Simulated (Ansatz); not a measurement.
Space group R-3m:H (No. 166). a = 4.341 Å, b = 4.341 Å, c = 11.608 Å, α = 90.00°, β = 90.00°, γ = 120.00°
```tsv
atom	site	symmetry	x	y	z
Sb	6c	3m	0.3333	0.6667	0.8981
```

Equation of state of this Sb structure (not necessarily the ground state), with shape and atoms relaxed at each volume where symmetry leaves them free. It has no gap at any of these volumes. All numbers below come from DFT r2SCAN, scalar-relativistic, plane waves, PAW in Ansatz.

Cutoff 500 eV; k points 12×12×12 on the computed 2-atom cell (Γ-centred); Gaussian smearing, width 0.10 eV; no spin polarisation.

```
V (Å³/atom) E − E(largest V) (meV/atom) P (GPa)
     29.680                         4.41     2.31
     30.627                        -5.28     0.99
     31.574                        -8.16     0.00
     32.521                        -5.87    -0.73
     33.468                         0.00    -1.25
```

Q: Fit a third-order Birch–Murnaghan equation to E(V).

A: V0 = 31.58 Å³/atom, B0 = 28 GPa, B0' = 9.5. B0' is unusual or poorly fixed by this range.

Spin-orbit coupling is left out, which matters for the bands of heavy elements.

Cost: 5 runs of about 8 core-minutes in all, on Intel Xeon Platinum 8488C (Sapphire Rapids) (shared hosts).